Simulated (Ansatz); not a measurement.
Take a crystal in which S has been replaced by Se on all its sites, with the cell rescaled by a rough guess (in some cases also distorted within its space group) and nothing relaxed:

```xyz
6
Lattice="3.4408 0.0000 0.0000 -1.7204 2.9798 0.0000 0.0000 0.0000 13.3285" Properties=species:S:1:pos:R:3 pbc="T T T"
W     0.0000    1.9865    3.3321
W     1.7204    0.9933    9.9964
Se    0.0000    1.9865    8.3029
Se    1.7204    0.9933    1.6386
Se    0.0000    1.9865   11.6899
Se    1.7204    0.9933    5.0257
```

Method: Ansatz, DFT PBE, scalar-relativistic, plane waves, PAW.

Cutoff 420 eV; k points 9×9×2 on the computed 6-atom cell (Γ-centred); Gaussian smearing, width 0.02 eV; no spin polarisation.

What pressure does the cell carry?

The pressure is -7.9 GPa (positive in compression), so the cell would contract.

Is it a metal on this mesh?

No: the gap is 0.96 eV, the least direct gap 1.19 eV.

What is its energy against the elements in their standard states?

-0.502 eV/atom at this unrelaxed geometry, with the elements in the same functional.

Spin-orbit coupling is left out, which matters for the bands of heavy elements. An odd mesh misses points on the zone edge, so a gap read on it can be too wide. The cell holds layers, and where no dispersion correction was added their binding is poorly described.